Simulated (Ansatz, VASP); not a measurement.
Given: the input of a run of Ansatz 0.2.0 on Cs.

Contents of input.yaml:

```yaml
crystal:
  lattice:
    - [0.0, 3.8677348434, 3.8677348434]
    - [3.8677348434, 0.0, 3.8677348434]
    - [3.8677348434, 3.8677348434, 0.0]
  atoms:
    - { symbol: Cs, position: [0.0, 0.0, 0.0] }
hamiltonian:
  xc: pbesol
  pseudopotentials: { kind: paw }
kpoints:
  mp_grid: { grid: [6, 6, 6] }
scf:
  occupations: { method: fermi_dirac, width: 0.05 }
output:
  forces: true
  stress: true
  eigenvalues: true
```

Potentials or basis: Ansatz PAW.

Launch:

```sh
$ ansatz run input.yaml --threads 2 --pin off --max-ram 5632MiB --backend cpu --events-out ev --progress --plain --runs-dir out
```

Question: Set up the same calculation for VASP 6.6.1. Potentials there: VASP PAW PBE potentials, release 64 (Cs_sv).

Answer: As run (the cutoff follows the program's own potentials):

File INCAR:

```
SYSTEM = Cs
PREC = Accurate ; ENCUT = 520
EDIFF = 1E-6 ; ISMEAR = -1
SIGMA = 0.05 ; LREAL = .False.
LASPH = .True. ; NELM = 80
ALGO = Normal ; ISIF = 2
LWAVE = .False. ; LCHARG = .False.
GGA = PS ; NBANDS = 10
```

File KPOINTS:

```
Automatic mesh
0
Gamma
  6 6 6
  0 0 0
```

The input POSCAR:

```
Cs
1.0
    0.0000000000      3.8677348434      3.8677348434
    3.8677348434      0.0000000000      3.8677348434
    3.8677348434      3.8677348434      0.0000000000
Cs
1
Direct
    0.0000000000      0.0000000000      0.0000000000
```

Potentials or basis: VASP PAW PBE potentials, release 64 (Cs_sv).

The run is started by

```console
$ cat potpaw_PBE.64/Cs_sv/POTCAR > POTCAR
$ mpirun -np 1 vasp_std > vasp.out
```

Both were run:

|  | VASP | Ansatz | Ansatz less VASP |
| --- | --- | --- | --- |
| gap on the k mesh at the Fermi level (eV) | none | none | - |
| pressure (GPa) | -0.1 | -0.1 | +0.01 |

A gap of «none» marks a metal or a gap that the smearing closes.

Caveats: the PAW data sets were made with another functional, which shifts forces and pressure a little (VASP); the PAW data sets come from PBE, with cores solved anew for the run's functional, which leaves a small shift of forces and pressure (Ansatz). Spin-orbit coupling is left out, which matters for the levels of Cs.
